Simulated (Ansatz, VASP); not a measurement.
# BP in two plane-wave programs, part 2 of 2

One calculation is typed for both programs; each brings its own data sets and cutoff. How far apart do they land?

VASP 6.6.1 and Ansatz 0.2.0.

So far: The starting structure; VASP: G0W0 gap, PBE.

## (3) Ansatz: G0W0 gap, PBE

Level of this step: Ansatz beside VASP: Kohn-Sham DFT, plane waves, PBE, G0W0 (Ansatz).

Ansatz runs on its default PAW (the set named soft_2) files.

The same cell, functional and mesh now go to Ansatz, which takes its cutoff from its data sets.

Input file input.yaml:

```yaml
crystal:
  lattice:
    - [0.0, 2.3135014941, 2.3135014941]
    - [2.3135014941, 0.0, 2.3135014941]
    - [2.3135014941, 2.3135014941, 0.0]
  atoms:
    - { symbol: P, position: [0.75, 0.75, 0.75] }
    - { symbol: B, position: [0.0, 0.0, 0.0] }
hamiltonian:
  xc: pbe
  pseudopotentials: { kind: paw }
kpoints:
  mp_grid: { grid: [6, 6, 6] }
scf:
  occupations: { method: fixed }
gw:
  n_empty_bands: 100
  ecut_chi: 150.0
  qp_bands: [v2, c2]
  qp_kpoints: band_edges
  screening: { model: contour_deformation }
```

Launch:

```
$ ansatz run input.yaml --threads 4 --pin off --max-ram 9216MiB --backend cpu --events-out ev --progress --plain --runs-dir out
```

Numbers of over 12 decimals in the logs are rounded to 6 here.

The log of the run:

```text
Engine: ansatz 0.2.0, aarch64-unknown-linux-gnu
Pseudopotentials: kind: paw
Pseudopotential: P, paw, valence charge 5, recommended cutoff 420 eV (normal), P.paw.azcp
Pseudopotential: B, paw, valence charge 3, recommended cutoff 420 eV (normal), B.paw.azcp
Functional definition: PBE
  parameter kappa = 0.804
  parameter beta = 0.066725
  exchange = pbe_x(kappa = kappa, mu = beta*pi^2/3)
  correlation = pbe_c(beta = beta)
Crystal: 2 atoms, lattice volume = 24.765 Å³
Basis set: ecut = 420 eV, 531 PW (Γ)
Bands: 8, of which v1, the nominal top of the filled ones, is band 4 counted from 1 (3 counted from 0)
Symmetry: 24 space group operations
Space group: F-43m (ITA 216), of the structure as read, at distance tolerance 2.9e-5 Å
k-points: 16 of 216 (time reversal used)
Non-local potential: P, projectors of the file, l = 0: 2, l = 1: 2, l = 2: 2
Non-local potential: B, projectors of the file, l = 0: 2, l = 1: 2, l = 2: 1
PAW form: soft (Blöchl's): semilocal exchange-correlation on the pseudo side does not see the compensation charge
PAW one-centre angular grid: P, 110 points (default); XC on 64 Gauss nodes
PAW one-centre angular grid: B, 110 points (default); XC on 64 Gauss nodes
Initial density: superposition of atomic densities (neutral atoms: chi_scale 0, normalization atom), corrected by the library's trained network
Initial wavefunctions: pseudopotential atomic-orbital guess
Functional: x = pbe(κ = 0.804, μ = 0.219515), c = pbe(β = 0.066725)
SCF iter   1: F=—  HF=-912.400499 eV  |F-HF|=—  |Δ(HF+E_count)|=         —  Δρ=1.34e-3  dr2=4.36e-4  ethr=1.77e-3  ⟨swp⟩=5.3  Hψ=939  notcnv=0  defer=29
preconditioner: auto → none  [insulator: Δε(μ)=1.440 eV  Ē_g=12.371 eV  n_scr=0 (ndim 8)  ℏωp=21.1 eV  f_vac=0.000  ε∞_Penn≈3.9]
SCF iter   2: F=—  HF=-912.400584 eV  |F-HF|=—  |Δ(HF+E_count)|=   8.49e-5  Δρ=8.82e-4  dr2=2.10e-4  ethr=5.45e-6  ⟨swp⟩=2.5  Hψ=349  notcnv=0  defer=29
SCF iter   3: F=—  HF=-912.400533 eV  |F-HF|=—  |Δ(HF+E_count)|=   5.15e-5  Δρ=4.12e-4  dr2=2.26e-5  ethr=2.62e-6  ⟨swp⟩=1.9  Hψ=173  notcnv=0  defer=25
SCF iter   4: F=—  HF=-912.400555 eV  |F-HF|=—  |Δ(HF+E_count)|=   2.21e-5  Δρ=2.24e-4  dr2=1.72e-5  ethr=2.83e-7  ⟨swp⟩=2.0  Hψ=192  notcnv=0  defer=24
SCF iter   5: F=—  HF=-912.400551 eV  |F-HF|=—  |Δ(HF+E_count)|=   3.84e-6  Δρ=1.23e-4  dr2=5.09e-6  ethr=2.15e-7  ⟨swp⟩=1.0  Hψ=128  notcnv=0  defer=23
SCF iter   6: F=—  HF=-912.400550 eV  |F-HF|=—  |Δ(HF+E_count)|=   1.34e-6  Δρ=5.15e-5  dr2=8.94e-7  ethr=6.36e-8  ⟨swp⟩=1.2  Hψ=136  notcnv=0  defer=23
SCF iter   7: F=-912.400549 eV  HF=-912.400549 eV  |F-HF|=4.26e-8  |Δ(HF+E_count)|=   2.53e-7  Δρ=1.31e-5  dr2=5.77e-8  ethr=1.25e-9  ⟨swp⟩=5.7  Hψ=736  notcnv=0
SCF 1 converged in 7 iterations: F = -912.400549 eV  dr2 = 5.77e-8
  greatest PAW one-centre occupation: 0.771 electrons in one spin orbital (limit 2), on the P atom at site 0 (counted from 0), in its partial waves of l = 0
NSCF: frozen V_eff on 16 k-points
G₀W₀ screening: q 1/16
G₀W₀ screening: q 2/16 (q-point 6)
G₀W₀ screening: q 3/16 (q-point 7)
G₀W₀ screening: q 4/16 (q-point 8)
G₀W₀ screening: q 5/16 (q-point 11)
G₀W₀ screening: q 6/16 (q-point 14)
G₀W₀ screening: q 7/16 (q-point 15)
G₀W₀ screening: q 8/16 (q-point 9)
G₀W₀ screening: q 9/16 (q-point 12)
G₀W₀ screening: q 10/16 (q-point 16)
G₀W₀ screening: q 11/16 (q-point 2)
G₀W₀ screening: q 12/16 (q-point 3)
G₀W₀ screening: q 13/16 (q-point 5)
G₀W₀ screening: q 14/16 (q-point 10)
G₀W₀ screening: q 15/16 (q-point 4)
G₀W₀ screening: q 16/16 (q-point 13)
G₀W₀ self-energy: k 1/7
G₀W₀ self-energy: k 2/7
G₀W₀ self-energy: k 3/7
G₀W₀ self-energy: k 4/7
G₀W₀ self-energy: k 5/7
G₀W₀ self-energy: k 6/7
G₀W₀ self-energy: k 7/7
NSCF: frozen V_eff on 1 k-points
NSCF: frozen V_eff on 1 k-points
SCF converged after 7 iterations
Free energy (F): -912.400549 eV
Harris-Foulkes:  -912.400549 eV  (|F-HF|=4.26e-8)
Internal energy: -912.400549 eV  (E = F + TS)
E sigma→0 (E₀):  -912.400549 eV
Fermi energy:    8.490438 eV
--- Per-component energies (eV) ---
  E_band       = 17.788650
  E_kinetic    = 118.975173
  E_local      = -72.140692  (includes V_loc(G=0)·N_el)
  E_nonlocal   = 44.657001
  E_hartree    = 17.840866
  E_xc         = -93.912036
  E_vxc        = -99.296801  (∫ρ·V_xc dr)
  E_paw        = -647.820931  (= ΣΔE_a)
  E_vpaw       = -10.088041  (= ΣTr[D̂ρ^β])
  E_aug_tail   = -0.000000  (compensation charges beyond the density's cutoff)
  E_ewald      = -279.999929
  E_smearing   = -0.000000  (= −TS)
  E_closure    = 0.000000  (closes the sum)
  Σ components = -912.400549   (vs F -912.400549, Δ=0.00e0)
--- Band table (eV; the first three rows and the last of 16) ---
  k-point 0: bands = ["-6.4574", "8.4904", "8.4904", "8.4904", "11.8123", "11.8123", "11.8123", "14.9928"]
  k-point 1: bands = ["-5.9839", "5.7497", "7.8589", "7.8589", "12.2926", "12.6738", "12.6738", "16.4393"]
  k-point 2: bands = ["-4.6444", "2.0199", "7.0866", "7.0866", "12.0674", "13.2599", "13.2599", "18.2423"]
  k-point 15: bands = ["-1.7385", "0.5283", "3.4888", "3.6193", "12.3238", "12.8394", "17.2388", "17.8442"]
--- G₀W₀: contour deformation, 7 samples at zero and on the imaginary axis and 1 off it, 216 q-points, 100 empty bands' worth ---
  eigenvalues of the whole cell's RPA ε∞ on this k-mesh (on a slab, of 1 + 4πα/V) = 9.7982, 9.7982, 9.7982; static W/v taken at q = 0 is 0.102059
  bands read: the sum over 104 bands ends inside a degenerate multiplet in 1 slot, whose members it reads at an even weight; the widest, k=0: bands 104 to 106 (counted from 1) at 1/3 each
  gw.qp_kpoints: band_edges: 7 of 16 stored k-points solved, in 1 pass; an edge of the gap read off the rows below is read off those points alone
    valence top: of the k-points left out ik 8 came nearest to being solved in a further pass, in band 4 (counted from 1, as in the quasiparticle table): it holds the edge there only if its correction is more favourable than any solved in that band by at least 0.809 eV; those differ by 0.164 eV
    conduction bottom: of the k-points left out ik 10 came nearest to being solved in a further pass, in band 5 (counted from 1, as in the quasiparticle table): it holds the edge there only if its correction is more favourable than any solved in that band by at least 0.539 eV; those differ by 0.244 eV
    ik  band        ε_KS         Σx   Σc(E_QP)       V_xc       Z   E_QP_lin       E_QP  E_QP is
     0     3      8.4904   -16.2387     1.0716   -14.6329  0.7862     7.9545     7.9563  root
     0     4      8.4904   -16.2387     1.0716   -14.6329  0.7862     7.9545     7.9563  root
     0     5     11.8123    -8.4178    -4.5491   -13.3357  0.7850    12.1822    12.1811  root
     0     6     11.8123    -8.4178    -4.5491   -13.3357  0.7850    12.1822    12.1811  root
     1     3      7.8589   -16.2365     1.2501   -14.4368  0.7834     7.3072     7.3093  root
     1     4      7.8589   -16.2365     1.2501   -14.4368  0.7834     7.3072     7.3093  root
     1     5     12.2926    -8.6421    -4.7252   -13.6913  0.7828    12.6177    12.6167  root
     1     6     12.6738    -8.2693    -4.8367   -13.4943  0.7791    13.0637    13.0622  root
     2     3      7.0866   -16.5765     1.6175   -14.3609  0.7784     6.4857     6.4885  root
     2     4      7.0866   -16.5765     1.6175   -14.3609  0.7784     6.4857     6.4885  root
     2     5     12.0674    -8.8692    -4.7715   -13.9264  0.7838    12.3538    12.3531  root
     2     6     13.2599    -7.4308    -5.0823   -12.9040  0.7779    13.6524    13.6507  root
     3     3      6.8065   -16.7445     1.7634   -14.3629  0.7765     6.1850     6.1884  root
     3     4      6.8065   -16.7445     1.7634   -14.3629  0.7765     6.1850     6.1884  root
     3     5     11.9272    -8.9655    -4.7607   -14.0007  0.7844    12.2024    12.2017  root
     3     6     13.1590    -7.0658    -5.0417   -12.4804  0.7814    13.5334    13.5319  root
     4     3      6.8577   -16.2117     1.5830   -14.0408  0.7781     6.2669     6.2698  root
     4     4      6.8577   -16.2117     1.5830   -14.0408  0.7781     6.2669     6.2698  root
     4     5     10.9162    -7.9947    -4.3254   -12.6001  0.7921    11.1968    11.1962  root
     4     6     14.1308    -8.2315    -5.3037   -13.9517  0.7656    14.5495    14.5473  root
     9     3      5.1825   -16.7609     2.3396   -13.7468  0.7633     4.5025     4.5080  root
     9     4      5.1825   -16.7609     2.3396   -13.7468  0.7633     4.5025     4.5080  root
     9     5      9.9308    -7.6274    -4.1323   -11.9305  0.7983    10.1019    10.1017  root
     9     6     11.8387    -6.3421    -4.6928   -11.2196  0.7971    12.0237    12.0234  root
    12     3      4.5861   -16.9723     2.6073   -13.6668  0.7570     3.8812     3.8879  root
    12     4      4.5861   -16.9723     2.6073   -13.6668  0.7570     3.8812     3.8879  root
    12     5      9.9345    -7.1272    -4.2228   -11.4750  0.7989    10.0596    10.0594  root
    12     6     10.2052    -7.0129    -4.2562   -11.4235  0.8041    10.3597    10.3595  root
```

The job ended after 10 s (4 threads of Arm Neoverse V1, shared host; peak memory 0.36 GiB; 32 s of CPU time).

Reading the cycles: dr2 is the Hartree energy of the density residual (eV), the measure of convergence; HF is the Harris–Foulkes estimate of the energy, which meets the free energy F at convergence.

## (4) Differences

Known differences besides the potentials themselves: the two programs' PAW sets differ in cores and partial waves; the cutoff is 420 eV in Ansatz and 340 eV in VASP; VASP leaves aspherical gradient terms in its spheres out (LASPH is not set), Ansatz keeps them; Ansatz integrates over frequency by contour deformation, VASP on a grid of NOMEGA points. Total energies have different zeros and are not compared.

Compared:

```tsv
quantity	Ansatz	VASP	difference
G0W0 gap on the mesh (eV)	2.11	2.10	0.00
PBE gap under it (eV)	1.44	1.44	0.00
```

## (5) Outcome

```
difference in G0W0 gap on the mesh (G0W0 gap, PBE) : 0.0018 eV
```

**Reading.** The difference in G0W0 gap on the mesh is 0.0018 eV (G0W0 gap, PBE), within the 0.15 eV picked in this series as the mark of a large difference. Such differences can come from data sets, numerical settings and the points named under the comparisons, not from the functional's error against experiment.

[Lines on the potential files, build, host, timing and source positions are cut from VASP's logs without a mark.]

[Logs are printed without paths, hosts, clocks, repeated set-up lines and the standing remarks that a program may print on its own settings, such as how far it seeks lower states.]

[Hosts, paths, dates, database ids (printed as entryN), source tags and the programs' standing remarks are cut or masked in the printed files.]
